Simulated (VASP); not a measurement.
Input of a VASP 6.6.1 run:

File INCAR:

```
  PREC = Accurate
  ENCUT = 520
  EDIFF = 1E-7
  ISMEAR = 0
  SIGMA = 0.03
  LREAL = False
  LASPH = True
  NELM = 120
  ALGO = Normal
  ISIF = 2
  LWAVE = False
  LCHARG = False
  LDIPOL = True
  IDIPOL = 3
  DIPOL = 0.5 0.5 0.500
  GGA = PE
  IBRION = 2
  NSW = 90
  EDIFFG = -0.01
  ISYM = 0
  KPAR = 4
```

File KPOINTS:

```
Automatic mesh
0
Gamma
  4 7 1
```

The input POSCAR:

```
Si
1.0
    7.7337965900      0.0000000000      0.0000000000
    0.0000000000      3.8668983000      0.0000000000
    0.0000000000      0.0000000000     21.4357750000
Si
12
Direct
   -0.0930978700      0.0000000000      0.3545474800
    0.5930978700      1.0000000000      0.3265568900
    0.5000000000      0.5000000000      0.4043313100
    0.0000000000      0.5000000000      0.4043313100
    0.2500000000      0.5000000000      0.4681104400
    0.7500000000      0.5000000000      0.4681104400
    0.7500000000      1.0000000000      0.5318895600
    0.2500000000      0.0000000000      0.5318895600
    0.5000000000      0.0000000000      0.5956686900
    0.0000000000      0.0000000000      0.5956686900
   -0.0930978700      0.5000000000      0.6454525200
    0.5930978700      0.5000000000      0.6734431100
```

Potentials or basis: VASP PAW PBE potentials, release 64 (Si).

The run is started by

```bash
$ cat potpaw_PBE.64/Si/POTCAR > POTCAR
$ mpirun -np 4 vasp_std > vasp.out
```

(1) What does it give for the energy gained by relaxing?

(2) Predict the band gap on the k mesh.

Answers

(1) 105.0 meV/atom.

(2) 0.30 eV, indirect (least direct gap 0.53 eV).
